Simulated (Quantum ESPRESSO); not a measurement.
# Sb (I4/mmm) in Quantum ESPRESSO: notebook, part 2 of 2

Quantum ESPRESSO 7.5. Earlier steps stand in the parts before.

## (3) Relaxation of cell and atoms, PBEsol, target pressure 5 GPa, at which the enthalpy is minimised

The input, pw.in:

```
&CONTROL
  calculation = 'vc-relax'
  prefix = 'pwscf'
  outdir = './tmp'
  pseudo_dir = './pseudo'
  tprnfor = .true.
  tstress = .true.
  disk_io = 'low'
  nstep = 40
  forc_conv_thr = 0.0004
  etot_conv_thr = 1d-05
/
&SYSTEM
  ibrav = 0
  nat = 1
  ntyp = 1
  ecutwfc = 52
  ecutrho = 414
  nbnd = 13
  occupations = 'smearing'
  smearing = 'fd'
  degauss = 0.00367493
/
&ELECTRONS
  conv_thr = 2d-10
  electron_maxstep = 120
  mixing_beta = 0.5
/
&IONS
  ion_dynamics = 'bfgs'
/
&CELL
  cell_dynamics = 'bfgs'
  press = 50
  press_conv_thr = 0.3
/
ATOMIC_SPECIES
Sb   121.7600 sb_pbesol_v1.4.uspp.F.UPF
CELL_PARAMETERS bohr
  -2.9792291705    2.9792291705    5.1248209020
   2.9792291705   -2.9792291705    5.1248209020
   2.9792291705    2.9792291705   -5.1248209020
ATOMIC_POSITIONS bohr
Sb     0.0000000000    0.0000000000    0.0000000000
K_POINTS automatic
12 12 12 0 0 0
```

Potentials or basis: GBRV 1.5 PBEsol.

Launch:

```bash
> OMP_NUM_THREADS=1 mpirun -n 2 pw.x -nk 2 -in pw.in > pw.out
```

pw.out:

```text
This program is part of the open-source Quantum ESPRESSO suite
     for quantum simulation of materials; please cite
[... 6 lines left out ...]
     using ibrav=0 with symmetry is DISCOURAGED, use correct ibrav instead

     K-points division:     npool     =       2
     Subspace diagonalization in iterative solution of the eigenvalue problem:
     a serial algorithm will be used

     G-vector sticks info
     --------------------
     sticks:   dense  smooth     PW     G-vecs:    dense   smooth      PW
     Sum        1427     721    269                25953     9291    2139

     Using Slab Decomposition

     bravais-lattice index     =            0
     lattice parameter (alat)  =       6.6344  a.u.
     unit-cell volume          =     181.9477 (a.u.)^3
     number of atoms/cell      =            1
     number of atomic types    =            1
     number of electrons       =        15.00
     number of Kohn-Sham states=           13
     kinetic-energy cutoff     =      52.0000  Ry
     charge density cutoff     =     414.0000  Ry
     scf convergence threshold =      2.0E-10
     mixing beta               =       0.5000
     number of iterations used =            8  plain     mixing
     energy convergence thresh.=      1.0E-05
     force convergence thresh. =      4.0E-04
     press convergence thresh. =      3.0E-01
     Exchange-correlation= SLA  PW   PSX  PSC
                           (   1   4  10   8   0   0   0)
     nstep                     =           40

     celldm(1)=   6.634410  celldm(2)=   0.000000  celldm(3)=   0.000000
     celldm(4)=   0.000000  celldm(5)=   0.000000  celldm(6)=   0.000000

     crystal axes: (cart. coord. in units of alat)
               a(1) = (  -0.449057   0.449057   0.772461 )
               a(2) = (   0.449057  -0.449057   0.772461 )
               a(3) = (   0.449057   0.449057  -0.772461 )

     reciprocal axes: (cart. coord. in units 2 pi/alat)
               b(1) = ( -0.000000  1.113444  0.647282 )
               b(2) = (  1.113444 -0.000000  0.647282 )
               b(3) = (  1.113444  1.113444  0.000000 )

     PseudoPot. # 1 for Sb read from file:
     sb_pbesol_v1.4.uspp.F.UPF
     Pseudo is Ultrasoft + core correction, Zval = 15.0
     Generated by new atomic code, or converted to UPF format
     Using radial grid of  891 points,  6 beta functions with:
                l(1) =   0
                l(2) =   0
                l(3) =   1
                l(4) =   1
                l(5) =   2
                l(6) =   2
[... 99 lines left out ...]

     Forces acting on atoms (cartesian axes, Ry/au):

     atom    1 type  1   force =     0.00000000    0.00000000    0.00000000

     Total force =     0.000000     Total SCF correction =     0.000000

     Computing stress (Cartesian axis) and pressure

          total   stress  (Ry/bohr**3)                   (kbar)     P=      -12.22
  -0.00006969   0.00000000   0.00000000          -10.25        0.00        0.00
   0.00000000  -0.00006969   0.00000000            0.00      -10.25        0.00
   0.00000000   0.00000000  -0.00010982            0.00        0.00      -16.15

     BFGS Geometry Optimization
     Energy error            =      2.5E-03 Ry
     Gradient error          =      0.0E+00 Ry/Bohr
     Cell gradient error     =      6.6E+01 kbar

     number of scf cycles    =   1
     number of bfgs steps    =   0

     enthalpy           new  =    -184.5210949765 Ry

     new trust radius        =       0.0303301477 bohr
     new conv_thr            =       0.0000000002 Ry

     new unit-cell volume =    176.23670 a.u.^3 (    26.11559 Ang^3 )
     density =      7.74201 g/cm^3

CELL_PARAMETERS (bohr)
  -2.948723102   2.948723102   5.067203991
   2.948723102  -2.948723102   5.067203991
   2.948723102   2.948723102  -5.067203991

ATOMIC_POSITIONS (bohr)
Sb               0.0000000000        0.0000000000        0.0000000000

     NEW-OLD atomic charge density approx. for the potential
     New effective cutoffs (rho, wfc):  423.13   53.18

     Self-consistent Calculation

     iteration #  1     ecut=    52.00 Ry     beta= 0.50
     Davidson diagonalization with overlap
     ethr =  1.00E-06,  avg # of iterations =  4.6

     Threshold (ethr) on eigenvalues was too large:
     Diagonalizing with lowered threshold

     Davidson diagonalization with overlap
     ethr =  6.26E-09,  avg # of iterations =  2.5

     total energy              =    -184.58300651 Ry
     estimated scf accuracy    <       0.00000100 Ry
[... 5 lines left out ...]
     total energy              =    -184.58300670 Ry
     estimated scf accuracy    <       0.00000016 Ry

[... 47 further cycles ...]
     iteration #  1     ecut=    52.00 Ry     beta= 0.50
     Davidson diagonalization with overlap
     c_bands:  1 eigenvalues not converged
     c_bands:  1 eigenvalues not converged
     c_bands:  1 eigenvalues not converged
     c_bands:  1 eigenvalues not converged
     c_bands:  1 eigenvalues not converged
     c_bands:  1 eigenvalues not converged
     c_bands:  1 eigenvalues not converged
     c_bands:  1 eigenvalues not converged
     ethr =  1.00E-06,  avg # of iterations = 14.8
[... 60 lines left out ...]
     iteration # 10     ecut=    52.00 Ry     beta= 0.50
     Davidson diagonalization with overlap
     ethr =  1.00E-13,  avg # of iterations =  1.0

     End of self-consistent calculation

     Number of k-points >= 100: set verbosity='high' to print the bands.

     the Fermi energy is    13.1233 ev

!    total energy              =    -184.58156006 Ry
     estimated scf accuracy    <          3.9E-13 Ry
     smearing contrib. (-TS)   =      -0.00031651 Ry
     internal energy E=F+TS    =    -184.58124355 Ry

     The total energy is F=E-TS. E is the sum of the following terms:
     one-electron contribution =     -65.91857620 Ry
     hartree contribution      =      42.93106358 Ry
     xc contribution           =     -43.63621382 Ry
     ewald contribution        =    -117.95751710 Ry

     convergence has been achieved in  10 iterations

     Forces acting on atoms (cartesian axes, Ry/au):

     atom    1 type  1   force =     0.00000000    0.00000000    0.00000000

     Total force =     0.000000     Total SCF correction =     0.000000

     Computing stress (Cartesian axis) and pressure

          total   stress  (Ry/bohr**3)                   (kbar)     P=       49.47
   0.00033653   0.00000000   0.00000000           49.51        0.00        0.00
   0.00000000   0.00033653  -0.00000000            0.00       49.51       -0.00
   0.00000000  -0.00000000   0.00033573            0.00       -0.00       49.39

=------------------------------------------------------------------------------=
   JOB DONE.
=------------------------------------------------------------------------------=
```

Run time: 3.4 min. Hardware: 2 MPI ranks of Intel Xeon at 2.70GHz, shared host; peak memory 0.24 GiB.

What came out:

* Free energy: -2511.3601 eV
* Relaxed volume: 24.73 Å³/atom
* Relaxed cell: a = 3.364 Å, b = 3.364 Å, c = 3.364 Å, α = 124.74°, β = 124.74°, γ = 81.98°
* Space group after relaxing (to 0.05 Å): I4/mmm (No. 139)
* Energy change on relaxing (the enthalpy is what falls): +18.4 meV/atom
* Ionic steps: 10
* Pressure after relaxing: 4.9 GPa
* Band gap on the k mesh: none (metal or under the smearing width)

Step by step:
```
step  energy change (eV)  largest force (eV/Å)  pressure (GPa)  volume (Å³)
   1              0.0000                0.0000           -1.22        26.96
   2             -0.0009                0.0000            0.96        26.12
   3              0.0168                0.0000            4.43        25.00
   4              0.0226                0.0000            5.18        24.77
   5              0.0266                0.0000            5.73        24.60
   6              0.0287                0.0000            6.04        24.49
   7              0.0261                0.0000            5.85        24.52
   8              0.0207                0.0000            5.24        24.66
   9              0.0189                0.0000            5.06        24.72
  10              0.0184                0.0000            5.00        24.73
```

Final structure:
```xyz
1
Lattice="-1.5604 1.5604 2.5396 1.5604 -1.5604 2.5396 1.5604 1.5604 -2.5396" Properties=species:S:1:pos:R:3 pbc="T T T"
Sb    0.0000    0.0000    0.0000
```

Levels at points of the mesh, in eV from the Fermi level:
| k point | band 5 | band 6 | band 7 | band 8 | band 9 | band 10 | band 11 | band 12 |
| --- | --- | --- | --- | --- | --- | --- | --- | --- |
| (0.00, 0.00, 0.00) | -29.19 | -13.64 | 5.71 | 6.00 | 6.00 | 10.48 | 10.72 | 11.44 |
| (0.00, 0.00, -0.50) | -29.11 | -6.78 | -4.97 | -0.69 | 0.50 | 3.67 | 4.39 | 17.89 |
| (0.00, -0.50, 0.00) | -29.16 | -9.34 | -6.37 | 2.59 | 5.41 | 7.19 | 10.36 | 10.74 |
| (-0.50, -0.50, -0.50) | -29.16 | -8.90 | -6.05 | 1.74 | 1.74 | 5.71 | 5.81 | 22.64 |

The run has no spin-orbit coupling, so splittings on Sb are missing.

## (4) Relaxation of cell and atoms, PBEsol, target pressure 10 GPa, at which the enthalpy is minimised

Edit pw.in of step 3 so:

```diff
@@ -33,3 +33,3 @@
   cell_dynamics = 'bfgs'
-  press = 50
+  press = 100
   press_conv_thr = 0.3
```

Launch:

```bash
> OMP_NUM_THREADS=1 mpirun -n 2 pw.x -nk 2 -in pw.in > pw.out
```

Run time: 3.2 min. Hardware: 2 MPI ranks of Intel Xeon at 2.70GHz, shared host; peak memory 0.24 GiB.

The run converged. Its results:

```yaml
Free_energy: -2511.3038 eV
Relaxed_volume: 23.52 Å³/atom
Relaxed_cell: a = 3.304 Å, b = 3.304 Å, c = 3.304 Å, α = 124.54°, β = 124.54°, γ = 82.31°
Space_group_after_relaxing_to_0.05_Å: I4/mmm (No. 139)
Energy_change_on_relaxing_the_enthalpy_is_what_falls: +74.5 meV/atom
Ionic_steps: 10
Pressure_after_relaxing: 9.9 GPa
Band_gap_on_the_k_mesh: none (metal or under the smearing width)
```

Step by step:
```csv
step,energy change (eV),largest force (eV/Å),pressure (GPa),volume (Å³)
1,0.0000,0.0000,-1.22,26.96
2,0.0071,0.0000,2.96,25.45
3,0.0857,0.0000,10.62,23.49
4,0.0784,0.0000,10.12,23.58
5,0.0744,0.0000,9.88,23.60
6,0.0723,0.0000,9.78,23.60
7,0.0730,0.0000,9.89,23.56
8,0.0754,0.0000,10.08,23.51
9,0.0749,0.0000,10.04,23.51
10,0.0745,0.0000,10.00,23.52
```

Final structure:
```
Sb
1.0
    -1.53741    1.53741    2.48766
     1.53741   -1.53741    2.48766
     1.53741    1.53741   -2.48766
Sb
1
Direct
  0.00000 0.00000 0.00000
```

Levels at points of the mesh, in eV from the Fermi level:
```
              k point  band 5  band 6  band 7  band 8  band 9  band 10  band 11  band 12
   (0.00, 0.00, 0.00)  -29.20  -14.08    6.18    6.40    6.40    10.72    10.75    11.66
  (0.00, 0.00, -0.50)  -29.11   -6.72   -5.25   -0.67    0.49     3.73     4.38    18.36
  (0.00, -0.50, 0.00)  -29.16   -9.46   -6.71    2.83    5.70     7.47    10.37    11.06
(-0.50, -0.50, -0.50)  -29.17   -8.92   -6.36    1.76    1.76     5.72     5.91    22.97
```

The run has no spin-orbit coupling, so splittings on Sb are missing.

## (5) Relaxation of cell and atoms, PBEsol, target pressure 20 GPa, at which the enthalpy is minimised

Edit pw.in of step 4 so:

```diff
@@ -33,3 +33,3 @@
   cell_dynamics = 'bfgs'
-  press = 100
+  press = 200
   press_conv_thr = 0.3
```

Launch:

```bash
> OMP_NUM_THREADS=1 mpirun -n 2 pw.x -nk 2 -in pw.in > pw.out
```

It took 2.9 min on 2 MPI ranks of Intel Xeon at 2.70GHz, shared host; peak memory 0.24 GiB.

It converged, with:

* Free energy: -2511.1406 eV
* Relaxed volume: 21.74 Å³/atom
* Relaxed cell: a = 3.212 Å, b = 3.212 Å, c = 3.212 Å, α = 124.26°, β = 124.26°, γ = 82.77°
* Space group after relaxing (to 0.05 Å): I4/mmm (No. 139)
* Energy change on relaxing (the enthalpy is what falls): +237.4 meV/atom
* Ionic steps: 9
* Pressure after relaxing: 20.0 GPa
* Band gap on the k mesh: none (metal or under the smearing width)

Step by step:
```
step  energy change (eV)  largest force (eV/Å)  pressure (GPa)  volume (Å³)
   1              0.0000                0.0000           -1.22        26.96
   2              0.0498                0.0000            7.75        24.15
   3              0.3400                0.0000           25.23        21.11
   4              0.2322                0.0000           19.64        21.86
   5              0.2292                0.0000           19.57        21.85
   6              0.2322                0.0000           19.78        21.81
   7              0.2374                0.0000           20.02        21.75
   8              0.2411                0.0000           20.21        21.71
   9              0.2374                0.0000           20.00        21.74
```

Final structure:
```
CELL_PARAMETERS angstrom
-1.50166 1.50166 2.41013
1.50166 -1.50166 2.41013
1.50166 1.50166 -2.41013
ATOMIC_POSITIONS crystal
Sb 0.00000 0.00000 0.00000
```

Levels at points of the mesh, in eV from the Fermi level:
| k point | band 5 | band 6 | band 7 | band 8 | band 9 | band 10 | band 11 | band 12 |
| --- | --- | --- | --- | --- | --- | --- | --- | --- |
| (0.00, 0.00, 0.00) | -29.25 | -14.82 | 6.95 | 7.04 | 7.04 | 10.68 | 11.21 | 12.02 |
| (0.00, 0.00, -0.50) | -29.14 | -6.65 | -5.73 | -0.65 | 0.47 | 3.85 | 4.35 | 19.06 |
| (0.00, -0.50, 0.00) | -29.20 | -9.69 | -7.29 | 3.21 | 6.17 | 7.90 | 10.36 | 11.61 |
| (-0.50, -0.50, -0.50) | -29.21 | -8.95 | -6.88 | 1.78 | 1.78 | 5.72 | 6.08 | 23.49 |

Caveat: the volume moved by over 15 % at a fixed basis, so the end points are rough. The run has no spin-orbit coupling, so splittings on Sb are missing.

## (6) Relaxation of cell and atoms, PBEsol, target pressure 30 GPa, at which the enthalpy is minimised

Edit pw.in of step 5 so:

```diff
@@ -33,3 +33,3 @@
   cell_dynamics = 'bfgs'
-  press = 200
+  press = 300
   press_conv_thr = 0.3
```

Potentials or basis: GBRV 1.5 PBEsol.

Launch:

```bash
> OMP_NUM_THREADS=1 mpirun -n 2 pw.x -nk 2 -in pw.in > pw.out
```

It took 2.8 min on 2 MPI ranks of Intel Xeon at 2.70GHz, shared host; peak memory 0.24 GiB.

It converged, with:

```yaml
Free_energy: -2510.9440 eV
Relaxed_volume: 20.47 Å³/atom
Relaxed_cell: a = 3.150 Å, b = 3.150 Å, c = 3.150 Å, α = 124.34°, β = 124.34°, γ = 82.64°
Space_group_after_relaxing_to_0.05_Å: I4/mmm (No. 139)
Energy_change_on_relaxing_the_enthalpy_is_what_falls: +433.5 meV/atom
Ionic_steps: 9
Pressure_after_relaxing: 30.0 GPa
Band_gap_on_the_k_mesh: none (metal or under the smearing width)
```

The path:
```csv
step,energy change (eV),largest force (eV/Å),pressure (GPa),volume (Å³)
1,0.0000,0.0000,-1.22,26.96
2,0.1330,0.0000,13.75,22.89
3,0.6297,0.0000,39.40,19.65
4,0.4143,0.0000,29.09,20.64
5,0.4243,0.0000,29.63,20.56
6,0.4314,0.0000,29.89,20.50
7,0.4397,0.0000,30.30,20.44
8,0.4343,0.0000,30.04,20.47
9,0.4335,0.0000,30.00,20.47
```

Final structure:
```
Sb
1.0
    -1.47075    1.47075    2.36587
     1.47075   -1.47075    2.36587
     1.47075    1.47075   -2.36587
Sb
1
Direct
  0.00000 0.00000 0.00000
```

Levels at points of the mesh, in eV from the Fermi level:
| k point | band 3 | band 4 | band 5 | band 6 | band 7 | band 8 | band 9 | band 10 | band 11 | band 12 |
| --- | --- | --- | --- | --- | --- | --- | --- | --- | --- | --- |
| (0.00, 0.00, 0.00) | -29.43 | -29.43 | -29.32 | -15.45 | 7.52 | 7.55 | 7.55 | 10.65 | 11.55 | 12.35 |
| (0.00, 0.00, -0.50) | -29.30 | -29.29 | -29.18 | -6.56 | -6.10 | -0.71 | 0.44 | 3.92 | 4.32 | 19.38 |
| (0.00, -0.50, 0.00) | -29.42 | -29.29 | -29.25 | -9.89 | -7.78 | 3.38 | 6.63 | 8.09 | 10.38 | 11.93 |
| (-0.50, -0.50, -0.50) | -29.27 | -29.26 | -29.26 | -9.10 | -7.35 | 1.87 | 1.87 | 5.80 | 6.34 | 24.02 |

Caveat: the volume moved by over 15 % at a fixed basis, so the end points are rough.

## (7) The runs side by side

```csv
cell,gap on the mesh (eV),pressure (GPa)
relaxed to 2 GPa,none,2.0
relaxed to 5 GPa,none,4.9
relaxed to 10 GPa,none,9.9
relaxed to 20 GPa,none,20.0
relaxed to 30 GPa,none,30.0
```

Alike in all rows: task relaxation of cell and atoms; level PBEsol; potentials or basis GBRV 1.5 PBEsol; no spin polarisation; k mesh 12 × 12 × 12; cutoff (eV) 707; smearing fermi-dirac 0.05 eV.

Caveats: the volume moved by over 15 % at a fixed basis, so the end points are rough (some runs).

Total energies depend on the potentials used, so only differences within one code and one set of settings carry meaning.
